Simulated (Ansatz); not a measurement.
**Si: equation of state with BPBE**

Crystal: Si.

```xyz
2
Lattice="0.0000 2.7219 2.7219 2.7219 0.0000 2.7219 2.7219 2.7219 0.0000" Properties=species:S:1:pos:R:3 pbc="T T T"
Si    2.7219    2.7219    2.7219
Si    4.0828    4.0828    4.0828
```

```
Program             : Ansatz 0.2.0
Task                : equation of state
Functional          : BPBE
Potentials or basis : Ansatz PAW
Cutoff              : 420 eV
Density cutoff      : 1680 eV
k mesh              : 8 × 8 × 8
Occupations         : fermi-dirac, width 0.05 eV
Spin                : no spin polarisation
```

* Equilibrium volume: 20.47 Å³/atom
* Bulk modulus: 89 GPa
* Pressure derivative of the bulk modulus: 4.3

Energy against volume, from the lowest point:
| volume (Å³/atom) | energy (meV/atom) |
| --- | --- |
| 18.955 | 35.61 |
| 19.358 | 18.46 |
| 19.761 | 7.18 |
| 20.165 | 1.20 |
| 20.568 | 0.00 |
| 20.971 | 3.10 |
| 21.375 | 10.07 |

All runs of the series together: 1.7 s on 2 threads of AMD EPYC 9B45 (Zen 5), with other jobs on the host.

Caveat: the potentials were made for another functional, which shifts forces and pressure.
